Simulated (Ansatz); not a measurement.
Runs of Ansatz 0.2.0 on FePt (Tetraferroplatinum). Symmetry: P4/mmm, No. 123, tetragonal system. Conventional cell: a = 2.724 Å, b = 2.724 Å, c = 3.720 Å, α = 90.00°, β = 90.00°, γ = 90.00°. Around Pt (site symmetry 4/mmm) lie 8 Fe at 2.68 Å and 4 Pt at 2.72 Å. Fe (site symmetry 4/mmm) has 8 Pt at 2.68 Å and 4 Fe at 2.72 Å as nearest neighbours. 

| level | gap on the mesh (eV) | pressure (GPa) | moment (μB) | relaxed volume (Å³/atom) |
| --- | --- | --- | --- | --- |
| PBEsol+D3(BJ) | none | 0.0 | 3.20 | (b) |
| PBEsol | none | 0.0 | 3.23 | 13.42 |
| PBEsol+D4 | none | 0.0 | (a) | 13.23 |
| PBEsol+D3(BJ)-ATM | none | 0.0 | 3.20 | 13.17 |

Alike in all rows: task relaxation of cell and atoms; potentials or basis Ansatz PAW; spin collinear, ferromagnetic start; cell relaxed; k mesh 10 × 10 × 7; cutoff (eV) 420; smearing fermi-dirac 0.05 eV.

Task: Estimate the missing entries.

Result: (a) 3.21; (b) 13.08.

Caveats: the plane-wave basis is chosen anew once the cell has moved, so the energies of steps on either side of that aren't comparable; the PAW data sets come from PBE, with cores solved anew for the run's functional, which leaves a small shift of forces and pressure; pairwise dispersion overbinds metals, which lowers pressure and volume (some runs).

A k mesh can miss the band edges, and the runs leave out spin-orbit coupling on Pt.

A gap of «none» marks a metal or a gap under the smearing width.
